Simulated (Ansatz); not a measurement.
# SrVO3 (Pm-3m) in Ansatz: a series of runs

The runs below take SrVO3 through single point, with PBEsol.

Program: Ansatz 0.2.0. These are calculated values, not measurements. Logs are shortened: lines on timing, memory, paths and dates and some standing lists are left out, and cuts for length are marked.

## 1. The structure

Symmetry: Pm-3m, No. 221, cubic system. The conventional cell has a = 3.841 Å, b = 3.841 Å, c = 3.841 Å, α = 90.00°, β = 90.00°, γ = 90.00°. Sr (site symmetry m-3m) is surrounded by 12 O at 2.72 Å. V (site symmetry m-3m) is surrounded by 6 O at 1.92 Å. O (site symmetry 4/mmm) has 2 V at 1.92 Å as nearest neighbours.

## 2. Single point, PBEsol, collinear spin, random start

Contents of input.yaml:

```yaml
crystal:
  lattice:
    - [3.8409, 0.0, 0.0]
    - [0.0, 3.8409, 0.0]
    - [0.0, 0.0, 3.8409]
  atoms:
    - { symbol: Sr, position: [0.5, 0.5, 0.5] }
    - { symbol: V, position: [0.0, 0.0, 0.0], spin: -2.18 }
    - { symbol: O, position: [0.0, 0.0, 0.5] }
    - { symbol: O, position: [0.0, 0.5, 0.0] }
    - { symbol: O, position: [0.5, 0.0, 0.0] }
hamiltonian:
  xc: pbesol
  pseudopotentials: { kind: paw }
magnetization:
  spin_polarized: true
kpoints:
  mp_grid: { grid: [7, 7, 7] }
scf:
  occupations: { method: fermi_dirac, width: 0.05 }
output:
  forces: true
  stress: true
  eigenvalues: true
  write_density: true
  write_potential: true
  elf: true
  volumetric_format: npy
```

Potentials or basis: Ansatz PAW.

On the command line:

```
$ ansatz run input.yaml --threads 2 --pin off --max-ram 5632MiB --backend cpu --events-out ev --progress --plain --runs-dir out
```

Log:

```text
Warning: RAYON_NUM_THREADS=2 ignored (pool sized by the plan → 2); use --threads N
Engine: ansatz 0.2.0, aarch64-unknown-linux-gnu
Pseudopotentials: kind: paw
Pseudopotential: Sr, paw, valence charge 10, recommended cutoff 420 eV (normal), Sr.paw.azcp
Pseudopotential: V, paw, valence charge 13, recommended cutoff 420 eV (normal), V.paw.azcp
Pseudopotential: O, paw, valence charge 6, recommended cutoff 420 eV (normal), O.paw.azcp
Functional definition: PBEsol
  exchange = pbesol_x
  correlation = pbesol_c
Crystal: 5 atoms, lattice volume = 56.663 Å³
Basis set: ecut = 420 eV, 1141 PW (Γ), exchange–correlation on 54×54×54 points (8 copies of the dense FFT grid, shifted against one another)
Bands: 27, of which v1, the nominal top of the filled ones, is band 21 counted from 1 (20 counted from 0)
Symmetry: 48 space group operations
Space group: Pm-3m (ITA 221), of the structure as read, at distance tolerance 3.8e-5 Å
Magnetic group: BNS 221.92 (UNI 1594), of the structure as read, at distance tolerance 3.8e-5 Å
k-points: 20 of 343
Non-local potential: Sr, projectors of the file, l = 0: 3, l = 1: 2, l = 2: 2
Non-local potential: V, projectors of the file, l = 0: 3, l = 1: 2, l = 2: 3, l = 3: 1
Non-local potential: O, projectors of the file, l = 0: 2, l = 1: 2, l = 2: 1
PAW form: soft (Blöchl's): semilocal exchange-correlation on the pseudo side does not see the compensation charge
PAW frozen core: Sr, regenerated for the run's functional, and the local potential with it (the file was generated under x = pbe(κ = 0.804, μ = 0.2195149727645171), c = pbe(β = 0.06672455060314922))
PAW frozen core: V, regenerated for the run's functional, and the local potential with it (the file was generated under x = pbe(κ = 0.804, μ = 0.2195149727645171), c = pbe(β = 0.06672455060314922))
PAW frozen core: O, regenerated for the run's functional, and the local potential with it (the file was generated under x = pbe(κ = 0.804, μ = 0.2195149727645171), c = pbe(β = 0.06672455060314922))
PAW one-centre angular grid: Sr, 110 points (default); XC on 64 Gauss nodes
PAW one-centre angular grid: V, 590 points (default); XC on 64 Gauss nodes
PAW one-centre angular grid: O, 110 points (default); XC on 64 Gauss nodes
Initial density: superposition of atomic densities (chi_scale 0.1, normalization cell, long waves kept (reshape's long-wave potential 0.00 eV rms))
Starting moments: Σ|m| = 2.18 μB on 1 of 5 sites
Initial wavefunctions: pseudopotential atomic-orbital guess
Functional: x = pbesol(κ = 0.804, μ = 0.12345679012345678), c = pbesol(β = 0.046)
SCF iter   1: F=—  HF=-8068.275147 eV  |F-HF|=—  |Δ(HF+E_count)|=         —  Δρ=8.90e-2 (↑6.32e-2 ↓8.90e-2)  dr2=1.76e0  dr2_m=2.68e0  M=-0.114 μB ∫|m|=0.256 μB  β_m=0.30  ethr=3.10e-3  ⟨swp⟩=6.7  Hψ=5036  notcnv=0
Mixer restart at iter 1: flushing history
preconditioner: auto → Kerker (q_TF=auto, 2.585 Å⁻¹)  [metal: Δε(μ)=0.072 eV  Ē_g=13.258 eV  σ=0.050 eV  W_gap=0.31  n_scr=18 (ndim 8)  ℏωp=27.5 eV  f_vac=0.000  D(μ)=0.97/eV (n_scr^D=6)]
spin=Collinear: Kerker preconditioning applied to the charge; magnetization (m = ρ↑ − ρ↓) channel mixes plain (no charge-response kernel on spin).
SCF iter   2: F=—  HF=-8067.250195 eV  |F-HF|=—  |Δ(HF+E_count)|=    1.02e0  Δρ=6.00e-2 (↑4.85e-2 ↓6.00e-2)  dr2=8.92e-1  dr2_m=1.34e0  M=-0.108 μB ∫|m|=0.228 μB  β_m=0.64  ethr=3.10e-3  ⟨swp⟩=2.0  Hψ=1637  notcnv=0  defer=9
SCF iter   3: F=—  HF=-8066.707382 eV  |F-HF|=—  |Δ(HF+E_count)|=   5.43e-1  Δρ=7.75e-3 (↑7.75e-3 ↓5.11e-3)  dr2=6.42e-2  dr2_m=9.46e-3  M=-0.059 μB ∫|m|=0.095 μB  β_m=0.76  ethr=2.17e-3  ⟨swp⟩=3.0  Hψ=2135  notcnv=0  defer=9
SCF iter   4: F=—  HF=-8066.717826 eV  |F-HF|=—  |Δ(HF+E_count)|=   1.04e-2  Δρ=3.05e-3 (↑3.05e-3 ↓1.99e-3)  dr2=1.45e-2  dr2_m=5.85e-4  M=-0.026 μB ∫|m|=0.040 μB  β_m=0.88  ethr=1.57e-4  ⟨swp⟩=2.6  Hψ=2144  notcnv=0  defer=5
SCF iter   5: F=—  HF=-8066.716021 eV  |F-HF|=—  |Δ(HF+E_count)|=   1.81e-3  Δρ=2.12e-3 (↑1.84e-3 ↓2.12e-3)  dr2=6.82e-3  dr2_m=2.28e-5  M=-0.007 μB ∫|m|=0.009 μB  β_m=0.78  ethr=3.54e-5  ⟨swp⟩=2.2  Hψ=1928  notcnv=0  defer=5
SCF iter   6: F=—  HF=-8066.717149 eV  |F-HF|=—  |Δ(HF+E_count)|=   1.13e-3  Δρ=7.95e-4 (↑5.37e-4 ↓7.95e-4)  dr2=8.97e-4  dr2_m=1.37e-5  M=-0.005 μB ∫|m|=0.007 μB  β_m=0.89  ethr=1.66e-5  ⟨swp⟩=2.2  Hψ=1817  notcnv=0  defer=5
SCF iter   7: F=—  HF=-8066.717414 eV  |F-HF|=—  |Δ(HF+E_count)|=   2.65e-4  Δρ=2.09e-4 (↑2.09e-4 ↓9.78e-5)  dr2=2.67e-5  dr2_m=5.74e-6  M=-0.003 μB ∫|m|=0.003 μB  β_m=0.93  ethr=2.19e-6  ⟨swp⟩=2.0  Hψ=2078  notcnv=0  defer=5
SCF iter   8: F=—  HF=-8066.716723 eV  |F-HF|=—  |Δ(HF+E_count)|=   6.91e-4  Δρ=5.22e-5 (↑5.22e-5 ↓4.07e-5)  dr2=1.02e-6  dr2_m=7.59e-7  M=-0.001 μB ∫|m|=0.001 μB  β_m=0.97  ethr=6.51e-8  ⟨swp⟩=2.0  Hψ=1898  notcnv=0  defer=5
SCF iter   9: F=—  HF=-8066.716724 eV  |F-HF|=—  |Δ(HF+E_count)|=   1.17e-6  Δρ=1.75e-5 (↑1.75e-5 ↓1.06e-5)  dr2=9.16e-8  dr2_m=8.31e-8  M=-0.000 μB ∫|m|=0.000 μB  β_m=0.98  ethr=2.49e-9  ⟨swp⟩=2.4  Hψ=1744  notcnv=0  defer=5
SCF iter  10: F=—  HF=-8066.716724 eV  |F-HF|=—  |Δ(HF+E_count)|=   4.29e-8  Δρ=4.10e-6 (↑4.10e-6 ↓3.68e-6)  dr2=8.67e-9  dr2_m=5.92e-9  M=-0.000 μB ∫|m|=0.000 μB  β_m=0.99  ethr=2.23e-10  ⟨swp⟩=2.4  Hψ=1902  notcnv=0  defer=5
SCF iter  11: F=—  HF=-8066.716724 eV  |F-HF|=—  |Δ(HF+E_count)|=  2.03e-10  Δρ=1.92e-6 (↑1.92e-6 ↓1.08e-6)  dr2=6.12e-9  dr2_m=1.03e-10  M=-0.000 μB ∫|m|=0.000 μB  β_m=1.00  ethr=2.11e-11  ⟨swp⟩=2.1  Hψ=1823  notcnv=0  defer=5
SCF iter  12: F=-8066.716724 eV  HF=-8066.716724 eV  |F-HF|=2.67e-10  |Δ(HF+E_count)|=  7.50e-10  Δρ=4.51e-7 (↑3.13e-7 ↓4.51e-7)  dr2=3.07e-10  dr2_m=3.68e-12  M=-0.000 μB ∫|m|=0.000 μB  ethr=1.49e-11  ⟨swp⟩=6.5  Hψ=5943  notcnv=0
SCF 1 converged in 12 iterations: F = -8066.716724 eV  dr2 = 3.07e-10
the search or the solves at the SCF's close seem to have found levels that the self-consistency loop had missed (the run counts 1). By its estimate they hold under 1e-12 electrons; where the run keeps them, the occupations were computed again with them
WARN: the starting moments were not kept: the SCF closed with an absolute magnetisation of 7.6e-6 μB, where they sum to 2.18 μB in size (1 site). That is at most 0.1 of that sum. Measured as dr2_m measures the in/out step, that magnetisation stands 3.4e-11 eV from none, at or under the dr2_threshold of 1.0e-7 eV: it is no larger than a step whose dr2_m would equal this threshold. The system may hold no moment; this SCF shows only that its start led to no more than that. To try another start: raise the starting moments (crystal.atoms[].spin, magnetization.per_species, magnetization.initial_magnetization, or on a non-collinear deck that types none of these the spinor_matrix: blocks that start its atoms; where the total moment is fixed, keep their sum and leave initial_magnetization as it is; typed ones take the place of any that the run laid by itself, positive ones on a crystal's lanthanoids without a Hubbard term where scf.initial_density.shell_occupations: [] is typed) or, if the notice of its spin-set hold's release reads "site moments contracting" or "site moments show no strong build", lengthen the hold (scf.mixing.spin_hold: { on: { confirm: 4 } }; for m-r²SCAN on two components see the key's manual first). Each may lead to a state that holds a moment. A second SCF, from the converged charge density, with the starting moments and any scf.initial_density.shell_occupations laid on it anew, would have followed, and was not run: the deck does not ask for one (magnetization.retry_lost_moments is false, the default). To let it run, set magnetization.retry_lost_moments: true and run the deck again, where that key's refused combinations let it; where memory then withholds it, that run's warning says so.
SCF converged after 12 iterations
Magnetization: -0.0000 μB (20.5000 up, 20.5000 down)
Absolute magnetization: 0.0000 μB (∫|ρ↑−ρ↓|, with the PAW one-centre terms)
Spin contamination: 0.0000 ħ² per cell (⟨S²⟩ above its minimum at these occupations)
Per-site moments (μB) at R_I (Å): [(-2.075585664203314e-8, 1.1203196547920067), (-4.784359849502581e-6, 0.792185625), (3.1714529596806706e-7, 0.792185625), (3.1714529612939147e-7, 0.792185625), (3.1714529593980527e-7, 0.792185625)]
Free energy (F): -8066.716724 eV
Harris-Foulkes:  -8066.716724 eV  (|F-HF|=2.67e-10)
Internal energy: -8066.705042 eV  (E = F + TS)
E sigma→0 (E₀):  -8066.710883 eV
Entropy (-TS):   -0.011682 eV (-2.336 meV/atom)
Fermi energy:    12.286301 eV
--- Per-component energies (eV) ---
  E_band       = -224.249605
  E_kinetic    = 1107.459818
  E_local      = -2635.727609  (includes V_loc(G=0)·N_el)
  E_nonlocal   = 298.862193
  E_hartree    = 977.738256
  E_xc         = -522.218411
  E_vxc        = -610.304949  (∫ρ·V_xc dr)
  E_paw        = -4184.159748  (= ΣΔE_a)
  E_vpaw       = -340.023356  (= ΣTr[D̂ρ^β])
  E_aug_tail   = 0.007613  (compensation charges beyond the density's cutoff)
  E_ewald      = -3109.057044
  E_core_change = 0.389890  (= ΣΔE_core)
  E_smearing   = -0.011682  (= −TS)
  E_closure    = -0.000000  (closes the sum)
  Σ components = -8066.716724   (vs F -8066.716724, Δ=0.00e0)
--- Forces (eV/Å), atoms counted from 1 ---
  atom   1  Sr     0.00000000     0.00000000     0.00000000
  atom   2  V     -0.00000000     0.00000000     0.00000000
  atom   3  O      0.00000000    -0.00000000     0.00000000
  atom   4  O      0.00000000    -0.00000000    -0.00000000
  atom   5  O      0.00000000    -0.00000000     0.00000000
  max |Σ_I F_I| component: 1.40e-29 eV/Å
--- Stress (GPa, compression-positive) ---
       -4.748356       0.000000       0.000000
        0.000000      -4.748356       0.000000
        0.000000       0.000000      -4.748356
  P = ⅓ Tr σ = -4.7484 GPa (-47.484 kbar)
--- Band table (eV; the first three rows and the last of 40) ---
  k-point 0 ↑: bands = ["-53.1814", "-27.1329", "-27.1329", "-27.1329", "-21.9805", "-7.3253", "-6.1219", "-6.1219", "-4.0215", "-4.0215", "-4.0215", "7.1459", "7.1459", "7.1459", "9.0944", "9.0944", "9.0944", "9.9587", "9.9587", "9.9587", "11.4053", "11.4053", "11.4053", "13.6839", "13.6839", "15.8385", "15.8385"]
  k-point 1 ↑: bands = ["-53.1813", "-27.1396", "-27.1325", "-27.1325", "-21.9741", "-7.3300", "-6.1506", "-6.1132", "-4.0093", "-4.0093", "-3.8799", "6.8584", "7.1336", "7.1336", "8.7776", "8.7776", "8.9047", "9.3351", "9.8018", "9.8018", "11.4284", "11.9101", "11.9101", "13.6889", "14.3144", "16.1900", "16.2181"]
  k-point 2 ↑: bands = ["-53.1811", "-27.1546", "-27.1317", "-27.1317", "-21.9599", "-7.3984", "-6.1021", "-6.0934", "-3.9815", "-3.9815", "-3.6070", "6.2132", "7.1120", "7.1120", "8.2079", "8.2079", "8.3783", "8.5259", "9.6226", "9.6226", "11.4813", "12.7392", "12.7392", "13.6964", "15.3031", "17.0681", "17.0823"]
  k-point 19 ↓: bands = ["-53.1798", "-27.1619", "-27.1618", "-27.1618", "-21.9023", "-6.1158", "-5.9607", "-5.9607", "-4.2908", "-4.2908", "-4.1707", "5.2516", "5.9183", "5.9183", "6.3550", "6.4780", "6.4780", "10.1740", "10.1740", "10.2674", "13.8410", "13.8530", "13.8530", "17.5626", "17.5626", "17.7751", "17.9322"]
```

It took 3.7 s on 2 threads of Arm Neoverse V2, shared host; peak memory 0.36 GiB.

What came out:

| Item | Value |
| --- | --- |
| Free energy | -8066.7167 eV |
| Pressure | -4.7 GPa |
| Band gap on the k mesh | none (metal or under the smearing width) |
| Net moment | 0.00 μB per cell |
| Absolute moment | 0.00 μB per cell |

Caveat: the pressure holds a Pulay correction of +0.7 GPa for the finite cutoff; semilocal functionals often make such compounds metallic where correlation or magnetic order opens a gap, which also shifts bond lengths; the PAW data sets come from PBE, with cores solved anew for the run's functional, which leaves a small shift of forces and pressure; the starting moments weren't kept.

## 3. Single point, PBEsol, collinear spin, ferromagnetic start

Edit input.yaml of step 2 so:

```diff
@@ -7,3 +7,3 @@
     - { symbol: Sr, position: [0.5, 0.5, 0.5] }
-    - { symbol: V, position: [0.0, 0.0, 0.0], spin: -2.18 }
+    - { symbol: V, position: [0.0, 0.0, 0.0], spin: 3.5 }
     - { symbol: O, position: [0.0, 0.0, 0.5] }
@@ -24,5 +24 @@
   eigenvalues: true
-  write_density: true
-  write_potential: true
-  elf: true
-  volumetric_format: npy
```

Potentials or basis: Ansatz PAW.

On the command line:

```
$ ansatz run input.yaml --threads 2 --pin off --max-ram 5632MiB --backend cpu --events-out ev --progress --plain --runs-dir out
```

Run time: 3.4 s. Hardware: 2 threads of Arm Neoverse V2, shared host; peak memory 0.36 GiB.

It converged, with:

| Property | Result |
| --- | --- |
| Free energy | -8066.7167 eV |
| Pressure | -4.7 GPa |
| Band gap on the k mesh | none (metal or under the smearing width) |
| Net moment | 0.00 μB per cell |
| Absolute moment | 0.00 μB per cell |

Levels at points of the mesh, in eV from the Fermi level:
Spin up:
```csv
k point,band 16,band 17,band 18,band 19,band 20,band 21,band 22,band 23,band 24,band 25
"(0.00, 0.00, 0.00)",-3.19,-3.19,-2.33,-2.33,-2.33,-0.88,-0.88,-0.88,1.40,1.40
```
Spin down:
| k point | band 17 | band 18 | band 19 | band 20 | band 21 | band 22 | band 23 | band 24 |
| --- | --- | --- | --- | --- | --- | --- | --- | --- |
| (0.00, 0.00, 0.00) | -3.19 | -2.33 | -2.33 | -2.33 | -0.88 | -0.88 | -0.88 | 1.40 |

Caveat: the pressure holds a Pulay correction of +0.7 GPa for the finite cutoff; semilocal functionals often make such compounds metallic where correlation or magnetic order opens a gap, which also shifts bond lengths; the PAW data sets come from PBE, with cores solved anew for the run's functional, which leaves a small shift of forces and pressure; the starting moments weren't kept. With open d or f shells a metallic result of PBEsol can be an artefact of self-interaction; +U or a hybrid may open a gap.
